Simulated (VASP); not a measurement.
# KBr (P1) in VASP: a series of runs, part 2 of 2

VASP 6.6.1. Earlier steps stand in the parts before.

## (3) Single point, PBE, spin-orbit coupling, no magnetisation (all atoms moved at random, sigma 0.05 Å a component)

run.py reads:

```python
from ase.calculators.vasp import Vasp
from ase.dft.bandgap import bandgap
from ase.io import read

atoms = read('KBr.cif', primitive_cell=True, subtrans_included=False)
calc = Vasp(
    directory='calc',
    xc='pbe',
    pp='PBE',
    setups='recommended',
    prec='Accurate',
    encut=520,
    ediff=1e-07,
    ismear=-1,
    sigma=0.02,
    lreal=False,
    lasph=True,
    nelm=100,
    algo='Normal',
    isif=2,
    lwave=False,
    lcharg=False,
    lnoncollinear=True,
    lorbit=11,
    lsorbit=True,
    gga_compat=False,
    kpts=[7, 5, 5],
    gamma=True,
    nbands=46,
)
atoms.calc = calc

print('energy (eV):', atoms.get_potential_energy())
print('free energy (eV):', atoms.get_potential_energy(force_consistent=True))
print('forces (eV/A):')
print(atoms.get_forces())
print('stress (eV/A^3, Voigt):', atoms.get_stress())
print('Fermi level (eV):', calc.get_fermi_level())
gap, top, bottom = bandgap(calc)
print('band gap (eV):', gap, 'from (spin, k, band)', top, 'to', bottom)
```

KBr.cif reads:

```cif
data_KBr
_cell_length_a 4.04349900
_cell_length_b 5.71837113
_cell_length_c 5.71837113
_cell_angle_alpha 90.00000000
_cell_angle_beta 90.00000000
_cell_angle_gamma 90.00000000
_space_group_name_H-M_alt 'P1'
_space_group_name_Hall 'P 1'
_space_group_IT_number 1
loop_
_space_group_symop_operation_xyz
'x,y,z'
loop_
_atom_site_label
_atom_site_type_symbol
_atom_site_symmetry_multiplicity
_atom_site_Wyckoff_symbol
_atom_site_fract_x
_atom_site_fract_y
_atom_site_fract_z
_atom_site_occupancy
K1 K 1 a 0.9767029200 0.0006510400 0.9945281000 1
K2 K 1 a 0.0027015700 0.5049181300 0.4814720400 1
Br1 Br 1 a 0.5011123400 0.5034284200 0.0031614800 1
Br2 Br 1 a 0.5194831700 0.9910024200 0.5208383800 1
```

Potentials or basis: VASP PAW PBE potentials, release 64 (K_sv, Br).

On the command line:

```bash
$ python run.py
```

Output:

```text
energy (eV): -12.1897353
free energy (eV): -12.1897353
forces (eV/A):
[[ 0.07671205  0.01044749  0.05297399]
 [ 0.02647191 -0.04382507  0.11740104]
 [-0.03859213 -0.06024873  0.01696962]
 [-0.06459183  0.09362631 -0.18734466]]
stress (eV/A^3, Voigt): [-8.66745009e-04 -3.18576250e-04 -1.44487721e-03  9.66940710e-05
 -7.38014545e-04  7.87881488e-05]
Fermi level (eV): -0.34659328
band gap (eV): 3.8495999999999997 from (spin, k, band) (0, np.int64(0), np.int64(31)) to (0, np.int64(0), np.int64(32))
```

OUTCAR:

```text
ENCUT = 520.000000
   EDIFF = 1.00e-07
   GGA = PE
   PREC = Accurate
   ISIF = 2
   ISMEAR = -1
   LORBIT = 11
   NELM = 100
   LASPH = .TRUE.
   LSORBIT = .TRUE.
   LNONCOLLINEAR = .TRUE.
   LREAL = .FALSE.

 ion  position               nearest neighbor table
   1  0.977  0.001  0.995-   4 3.28
   2  0.003  0.505  0.481-
   3  0.501  0.503  0.003-
   4  0.519  0.991  0.521-   1 3.28

  LATTYP: Found a simple tetragonal cell.
 ALAT       =     5.7183711300
 C/A-ratio  =     0.7071067806

  Lattice vectors:

 A1 = (   0.0000000000,   5.7183711300,   0.0000000000)
 A2 = (   0.0000000000,   0.0000000000,   5.7183711300)
 A3 = (   4.0434990000,   0.0000000000,   0.0000000000)

Analysis of symmetry for initial positions (statically):
=====================================================================
 Subroutine PRICEL returns:
 Original cell was already a primitive cell.

 Routine SETGRP: Setting up the symmetry group for a
 simple tetragonal supercell.

[... 1371 lines left out ...]
    -0.0000007    -0.0000002     0.0000000    -0.0000001     0.0000000
 l=   3
     0.0000000     0.0000000     0.0000000     0.0000000     0.0000000     0.0000000     0.0000000
     0.0000000     0.0000000     0.0000000     0.0000000     0.0000000     0.0000000     0.0000000
     0.0000000     0.0000000     0.0000000     0.0000000     0.0000000     0.0000000     0.0000000
     0.0000000     0.0000000     0.0000000     0.0000000     0.0000000     0.0000000     0.0000000
[... 49 lines left out ...]
 l=   2
     0.0000000    -0.0000002     0.0000000     0.0000000    -0.0000005
    -0.0000002     0.0000000    -0.0000006    -0.0000002    -0.0000002
     0.0000000    -0.0000006     0.0000000    -0.0000002     0.0000000
     0.0000000    -0.0000002    -0.0000002     0.0000000    -0.0000003
    -0.0000005    -0.0000002     0.0000000    -0.0000003     0.0000000
 l=   3
     0.0000000     0.0000000     0.0000000     0.0000000     0.0000000     0.0000000     0.0000000
     0.0000000     0.0000000     0.0000000     0.0000000     0.0000000     0.0000000     0.0000000
     0.0000000     0.0000000     0.0000000     0.0000000     0.0000000     0.0000000     0.0000000
     0.0000000     0.0000000     0.0000000     0.0000000     0.0000000     0.0000000     0.0000000
     0.0000000     0.0000000     0.0000000     0.0000000     0.0000000     0.0000000     0.0000000
     0.0000000     0.0000000     0.0000000     0.0000000     0.0000000     0.0000000     0.0000000
     0.0000000     0.0000000     0.0000000     0.0000000     0.0000000     0.0000000     0.0000000

 total charge

# of ion       s       p       d       tot
------------------------------------------
    1        1.956   5.577   0.021   7.553
    2        1.955   5.576   0.021   7.552
    3        1.601   3.287   0.002   4.890
    4        1.601   3.288   0.002   4.891
--------------------------------------------------
tot          7.114  17.728   0.045  24.887

 magnetization (x)

# of ion       s       p       d       tot
------------------------------------------
    1       -0.000  -0.000  -0.000  -0.000
    2       -0.000  -0.000  -0.000  -0.000
    3       -0.000  -0.000   0.000  -0.000
    4       -0.000  -0.000   0.000  -0.000
--------------------------------------------------
tot         -0.000  -0.000  -0.000  -0.000

 magnetization (y)

# of ion       s       p       d       tot
------------------------------------------
    1       -0.000  -0.000  -0.000  -0.000
    2       -0.000  -0.000  -0.000  -0.000
    3       -0.000  -0.000   0.000  -0.000
    4       -0.000  -0.000   0.000  -0.000
--------------------------------------------------
tot         -0.000  -0.000  -0.000  -0.000

 magnetization (z)

# of ion       s       p       d       tot
------------------------------------------
    1       -0.000  -0.000  -0.000  -0.000
    2       -0.000  -0.000  -0.000  -0.000
    3       -0.000  -0.000   0.000  -0.000
    4       -0.000  -0.000   0.000  -0.000
--------------------------------------------------
tot         -0.000  -0.000  -0.000  -0.000
```

INCAR:

```text
ENCUT = 520.000000
SIGMA = 0.020000
EDIFF = 1.00e-07
ALGO = Normal
GGA = PE
PREC = Accurate
ISIF = 2
ISMEAR = -1
LORBIT = 11
NBANDS = 46
NELM = 100
LASPH = .TRUE.
LCHARG = .FALSE.
LWAVE = .FALSE.
LSORBIT = .TRUE.
LNONCOLLINEAR = .TRUE.
GGA_COMPAT = .FALSE.
LREAL = .FALSE.
```

It took 24 min on 1 thread of Intel Xeon 6975P-C (Granite Rapids), shared host; peak memory 1.5 GiB.

Results:

```
Free energy                                           : -12.1897 eV
Pressure                                              : 0.1 GPa
Largest force                                         : 0.219 eV/Å
Valence electrons inside the program's atomic spheres : K 7.55; Br 4.89
```

Forces on the atoms (eV/Å):
```
K    0.077  0.010  0.053
K    0.026 -0.044  0.117
Br  -0.039 -0.060  0.017
Br  -0.065  0.094 -0.187
```
